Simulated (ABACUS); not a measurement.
A run of ABACUS 3.10.1:

INPUT

```
INPUT_PARAMETERS
suffix              FeSi2
calculation         cell-relax
basis_type          pw
pseudo_dir          ./
symmetry            1
dft_functional      MGGA_X_R2SCAN+MGGA_C_R2SCAN
ecutwfc             104
pseudo_rcut         10
nspin               2
nbands              18
ks_solver           dav
smearing_method     fd
smearing_sigma      0.00367493
scf_thr             1e-08
scf_nmax            100
mixing_type         broyden
mixing_beta         0.4
cal_force           1
cal_stress          1
mixing_tau          1
relax_nmax          60
force_thr_ev        0.01
relax_method        cg
out_stru            1
stress_thr          0.2
kpar                4
```

The input STRU:

```
ATOMIC_SPECIES
Fe 55.8450 Fe_ONCV_PBE-1.2.upf
Si 28.0850 Si_ONCV_PBE-1.2.upf

LATTICE_CONSTANT
1.8897261246

LATTICE_VECTORS
2.6840000000 0.0000000000 0.0000000000
0.0000000000 2.6840000000 0.0000000000
0.0000000000 0.0000000000 5.1280000000

ATOMIC_POSITIONS
Direct

Fe
0.0
1
0.0000000000 0.0000000000 0.0000000000 1 1 1 mag 3

Si
0.0
2
0.5000000000 0.5000000000 0.7300000000 1 1 1 mag 0
0.5000000000 0.5000000000 0.2700000000 1 1 1 mag 0
```

File KPT:

```
K_POINTS
0
Gamma
6 6 3 0 0 0
```

Potentials or basis: SG15 ONCV 1.2 PBE, plane waves.

Launch:

```sh
$ OMP_NUM_THREADS=1 mpirun -np 4 abacus > log
```

Hardware: 4 MPI ranks on AMD EPYC 7R43 64-Core Processor (Zen 3), with other jobs on the host.

**Question.** Estimate the wall time of this run.

**Answer.** It took 4.3 min on 4 MPI ranks on AMD EPYC 7R43 64-Core Processor (Zen 3), with other jobs on the host, peak memory 0.56 GiB a rank. Counts: scf iterations 51, k points 20, bands 18, ion steps 7, ranks 4.
